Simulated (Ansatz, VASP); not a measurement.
**MgI2 in VASP and in Ansatz**

```xyz
3
Lattice="4.2072 0.0000 0.0000 -2.1036 3.6435 0.0000 0.0000 0.0000 7.8117" Properties=species:S:1:pos:R:3 pbc="T T T"
Mg    0.0000    0.0000    0.0000
I     0.0000    2.4290    6.1390
I     2.1036    1.2145    1.6727
```

Change from the starting cell: engineering shear strain xz +0.0000, normal strain along z +0.0000.

Alike in both runs: functional PBE; k mesh 6 × 6 × 4; occupations gaussian, width 0.05 eV; no spin polarisation.

Ansatz relaxed the structure, and its values are those at the end. VASP's run is a single point on that final structure, the one shown.

|  | VASP | Ansatz |
| --- | --- | --- |
| version | VASP 6.6.1 | Ansatz 0.2.0 |
| potentials or method | VASP PAW PBE potentials, release 64 (Mg, I) | scalar-relativistic, plane waves, PAW |
| plane-wave cutoff (eV) | 520 | 520 |
| valence electrons in the cell | 16 | 44 |

Ansatz gave:

- gap on the k mesh at the Fermi level (eV): 3.63
- least direct gap on the mesh (eV): 3.72
- pressure (GPa): 0.0
- rms of the force components (eV/Å): 0.000

Which values does VASP return?

gap on the k mesh at the Fermi level (eV): 3.61; least direct gap on the mesh (eV): 3.71; pressure (GPa): 0.0; rms of the force components (eV/Å): 0.005.

The two sets of potentials don't hold the same shells in valence. Ansatz warned: «stress_scf_threshold_loose».

Caveats: spin-orbit coupling is left out, which moves the levels of the heavy elements; this functional lacks dispersion, which binds the layers, so the pressure and a relaxed spacing across them are unreliable. A k mesh can miss the band edges.
